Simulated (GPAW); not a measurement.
Here is a GPAW 26.7.0 calculation.

Contents of run.py:

```python
import numpy as np
from ase.dft.bandgap import bandgap
from ase.io import read, write
from ase.units import GPa
from gpaw import GPAW, PW
from gpaw.spinorbit import soc_eigenstates

atoms = read('Pt.xyz')

calc = GPAW(mode=PW(600),
            xc='PBE',
            kpts={'size': (9, 9, 9), 'gamma': True},
            occupations={'name': 'fermi-dirac', 'width': 0.05},
            nbands=17,
            convergence={'density': 1e-05, 'energy': 1e-05},
            maxiter=150,
            txt='gpaw.txt')
atoms.calc = calc
energy = atoms.get_potential_energy()
forces = atoms.get_forces()
stress = atoms.get_stress()
calc.write('gs.gpw')
write('result.traj', atoms)
print(f'Energy: {energy:.6f} eV')
print('Forces (eV/A):')
print(forces.round(4))
print('Stress (GPa):', (stress / GPa).round(3))
print('Fermi level:', round(calc.get_fermi_level(), 4), 'eV')
print(f'Gap: {bandgap(calc)[0]:.4f} eV, direct: {bandgap(calc, direct=True)[0]:.4f} eV')

path = atoms.cell.bandpath('GXWKGLUWLK,UX', npoints=80, eps=1e-4)
bs_calc = calc.fixed_density(kpts=path, symmetry='off', nbands=25,
                             convergence={'bands': 'CBM+6.0', 'eigenstates': 1e-6}, txt='bands.txt')
bs = bs_calc.band_structure()
bs.write('bs.json')
print(f'Gap on the path: {bandgap(bs_calc)[0]:.4f} eV')

soc = soc_eigenstates(bs_calc, theta=0, phi=0)
np.savetxt('soc_bands.dat', soc.eigenvalues(), fmt='%.4f')
mesh = soc_eigenstates('gs.gpw', theta=0, phi=0)
np.savetxt('soc_mesh.dat', mesh.eigenvalues(), fmt='%.4f')
print('Fermi level with spin-orbit coupling:', round(mesh.fermi_level, 4), 'eV')
```

Contents of Pt.xyz:

```xyz
1
Lattice="0.0000000000 1.9609000000 1.9609000000 1.9609000000 0.0000000000 1.9609000000 1.9609000000 1.9609000000 0.0000000000" Properties=species:S:1:pos:R:3 pbc="T T T"
Pt     0.0000000000      0.0000000000      0.0000000000
```

Potentials or basis: GPAW PAW data sets (gpaw-data 1.2.1), pw.

Launch:

```console
$ OMP_NUM_THREADS=1 python run.py
```

(1) Estimate the band gap along the path.

(2) Estimate the pressure.

Answers

(1) none (metal or under the smearing width).

(2) 9.2 GPa.

Caveat: spin-orbit coupling was added after a scalar SCF, so levels and gaps hold it while energy, forces, pressure and moments don't; this program's spin-orbit splittings come out too wide for heavy elements.
